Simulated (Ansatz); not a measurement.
## What moves the field gradients of GaSe?

Cell of run 1: a COD entry whose atoms were relaxed with PBE, the cell held.

```cif
data_structure
_symmetry_space_group_name_H-M 'P 1'
_symmetry_Int_Tables_number 1
_cell_length_a 3.7500
_cell_length_b 3.7500
_cell_length_c 15.9200
_cell_angle_alpha 90.000
_cell_angle_beta 90.000
_cell_angle_gamma 120.000
_cell_volume 193.88
loop_
_atom_site_label
_atom_site_type_symbol
_atom_site_fract_x
_atom_site_fract_y
_atom_site_fract_z
_atom_site_occupancy
Ga1 Ga 0.33333 0.66667 0.92767 1
Ga2 Ga 0.66667 0.33333 0.42767 1
Ga3 Ga 0.33333 0.66667 0.57233 1
Ga4 Ga 0.66667 0.33333 0.07233 1
Se5 Se 0.33333 0.66667 0.15638 1
Se6 Se 0.66667 0.33333 0.65638 1
Se7 Se 0.33333 0.66667 0.34362 1
Se8 Se 0.66667 0.33333 0.84362 1
```

Atom numbers follow the list; atoms alike are taken as one site, whose name carries the number of the first.

All runs are DFT with Ansatz 0.2.0 (plane waves and PAW, scalar-relativistic unless spin–orbit coupling is named, Γ-centred meshes, Fermi–Dirac smearing where given) in this cell.

Run 1: PBE, atoms relaxed; 420 eV, 14×14×3 k-points, smearing 0.05 eV.
Run 2: r2SCAN, at the relaxed atoms; 500 eV, 14×14×3 k-points, smearing 0.05 eV.
Run 3: PBE with spin–orbit coupling, at the relaxed atoms; 420 eV, 14×14×3 k-points, smearing 0.05 eV.
Run 4: LDA, at the relaxed atoms; 420 eV, 14×14×3 k-points, smearing 0.05 eV.
Run 5: PBEsol, at the relaxed atoms; 420 eV, 14×14×3 k-points, smearing 0.05 eV.

| run | Ga V_zz (η) | Se V_zz (η) |
| --- | --- | --- |
| 1 | 0.053 (0.00) | 16.64 (0.00) |
| 2 | ? | ? |
| 3 | 0.051 (0.00) | 16.50 (0.00) |
| 4 | 0.23 (0.00) | 16.81 (0.00) |
| 5 | 0.13 (0.00) | 16.39 (0.00) |

V_zz in 10²¹ V/m².

**Question.** Estimate the row of run 2.

**Answer.** Ga: -0.25 (0.00); Se: 17.02 (0.00). It lies nearest to run 1, from whose tensors on these sites it differs by 0.38 at most (largest principal value of the difference, on Se). Taken one at a time, the functional (between the two that differ most) moves the tensors on these sites by up to 0.63 (largest principal value of the change, on Se), spin–orbit coupling by 0.14 (Se).

In runs 1, 2, 3, 4, 5 there is no gap above 0.1 eV, so the gradients can move by 10 % or more with the k-mesh. In run 2 the atoms aren't at the calculated equilibrium (largest force 0.29 eV/Å).
